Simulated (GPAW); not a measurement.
Input of a GPAW 26.7.0 run:

Contents of run.py:

```python
from ase.dft.bandgap import bandgap
from ase.io import read, write
from ase.units import GPa
from gpaw import GPAW, PW

atoms = read('POSCAR')
atoms.set_initial_magnetic_moments([3.0, 3.0])

calc = GPAW(mode=PW(450),
            xc='LDA',
            kpts={'size': (9, 9, 5), 'gamma': True},
            occupations={'name': 'fermi-dirac', 'width': 0.05},
            nbands=26,
            maxiter=120,
            txt='gpaw.txt')
atoms.calc = calc
energy = atoms.get_potential_energy()
forces = atoms.get_forces()
stress = atoms.get_stress()
calc.write('gs.gpw')
write('result.traj', atoms)
print(f'Energy: {energy:.6f} eV')
print('Forces (eV/A):')
print(forces.round(4))
print('Stress (GPa):', (stress / GPa).round(3))
print('Moments:', calc.get_magnetic_moments().round(3))
print('Fermi level:', round(calc.get_fermi_level(), 4), 'eV')
print(f'Gap: {bandgap(calc)[0]:.4f} eV, direct: {bandgap(calc, direct=True)[0]:.4f} eV')
```

Contents of POSCAR:

```
V
1.0
    2.6042941027      0.0000000000      0.0000000000
   -1.3021470513      2.2553848518      0.0000000000
    0.0000000000      0.0000000000      4.7233360000
V
2
Direct
    0.3333333333      0.6666666667      0.2500000000
    0.6666666667      0.3333333333      0.7500000000
```

Potentials or basis: the program's PAW data sets (release 1.2.1) made for this functional, pw.

Command:

```console
$ OMP_NUM_THREADS=1 python run.py
```

Task: Predict the net moment.

Result: 0.00 μB per cell.

Task: Predict the band gap on the k mesh.

Result: None (metal or under the smearing width).

Stress tensor (GPa, compression positive):
```
-13.20   0.00   0.00
  0.00 -13.20   0.00
  0.00   0.00 -11.15
```

Caveat: the cutoff is short for stress and forces, so pressures can be off by a GPa or more.
